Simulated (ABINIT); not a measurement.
Input of an ABINIT 10.8.3 (patched build) run:

The input run.abi:

```
# Pseudopotentials
pp_dirpath "./"
pseudos "Sn.upf"

# Structure
acell 3*1.0
rprim
    -3.2626858535     3.3552975514     4.4188259657
     3.2626858535    -3.3552975514     4.4188259657
     3.2626858535     3.3552975514    -4.4188259657
ntypat 1
znucl 50
natom 1
typat 1
xcart
     0.0000000000     0.0000000000     0.0000000000
chkprim 0
chksymtnons 0
tolsym 1.0e-6

# Plane-wave basis
ecut 36.0

# k points
kptopt 1
ngkpt 11 11 11
nshiftk 1
shiftk 0.0 0.0 0.0

# Exchange and correlation
ixc 11

# Bands and occupations
nband 11
occopt 3
tsmear 0.00183747

# SCF cycle
nstep 100
tolvrs 1.0e-10

# Output
iomode 3
prtwf 0
prteig 0
prtebands 0
enunit 2
prtden 1
prtvha 1
prtvclmb 1
prtpot 1
prtelf 1
```

Potentials or basis: Ansatz NC PBE.

Launch:

```sh
$ abinit run.abi > log 2>&1
```

(1) Estimate the band gap on the k mesh.

(2) What does it give for the pressure?

Answers

(1) none (metal or under the smearing width).

(2) -1.0 GPa.
